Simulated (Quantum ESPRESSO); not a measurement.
## Si2W under changes of volume

One of the cells (13.479 Å³/atom); the others are scaled copies at fixed shape and fractional positions:

```
CELL_PARAMETERS angstrom
-1.60690 1.60690 3.91495
1.60690 -1.60690 3.91495
1.60690 1.60690 -3.91495
ATOMIC_POSITIONS crystal
W 0.00000 0.00000 0.00000
Si 0.66530 0.66530 0.00000
Si 0.33470 0.33470 0.00000
```

| Item | Value |
| --- | --- |
| Program | Quantum ESPRESSO 7.5 |
| Functional | r2SCAN |
| Potentials or basis | SG15 PBE 1.2 |
| Cutoff | 1020 eV |
| Density cutoff | 4082 eV |
| k mesh | 5 × 5 × 5 |
| Occupations | fermi-dirac, width 0.05 eV |
| Spin | no spin polarisation |

```csv
volume (Å³/atom),energy over the lowest point (meV/atom),pressure (GPa)
12.670,19.55,11.5
12.939,5.16,5.7
13.209,0.00,0.5
13.479,?,?
13.748,13.66,-8.3
14.018,30.87,-12.1
14.287,54.04,-15.4
```

**Question.** What does the run at 13.479 Å³/atom give?

**Answer.** Energy over the lowest point 3.12 meV/atom; pressure -4.1 GPa.

Worked out: A Birch-Murnaghan fit of order 3 (a polynomial in V^(-2/3)) to the other rows has its minimum at 13.24 Å³/atom with B0 = V·E''(V) = 239 GPa and B' = 4.3 at fixed shape and positions, which overstates the stiffness. It gives 3.12 meV/atom at 13.479 Å³/atom, against the run's 3.12, and -dE/dV = -4.1 GPa, against -4.1.

Energies are extrapolated to zero smearing.

Caveats: all runs use coarse meshes; the potentials were made for another functional, which shifts forces and pressure.
